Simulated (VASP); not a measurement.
GaN:

```
Ga N
1.0
     0.00000    2.11080    2.11080
     2.11080    0.00000    2.11080
     2.11080    2.11080    0.00000
Ga N
1 1
Direct
  0.00000 0.00000 0.00000
  0.50000 0.50000 0.50000
```

Measurements of this composition are mostly on another form, of space group No. 186.

Base run:

- Program: VASP 6.6.1
- Functional: TB-mBJ
- Potentials or basis: VASP PAW PBE potentials, release 64 (Ga_d, N)
- Cutoff: 520 eV
- k mesh: 14 × 14 × 14
- Occupations: gaussian, width 0.02 eV
- Spin: no spin polarisation

Its results: band gap on the k mesh 2.29 eV, indirect (least direct gap 4.00 eV).

**Question.** The run is repeated on the same cell with these changes: functional from TB-mBJ to r2SCAN. What comes out?

**Answer.** Band gap on the k mesh 1.13 eV, indirect (least direct gap 3.36 eV).
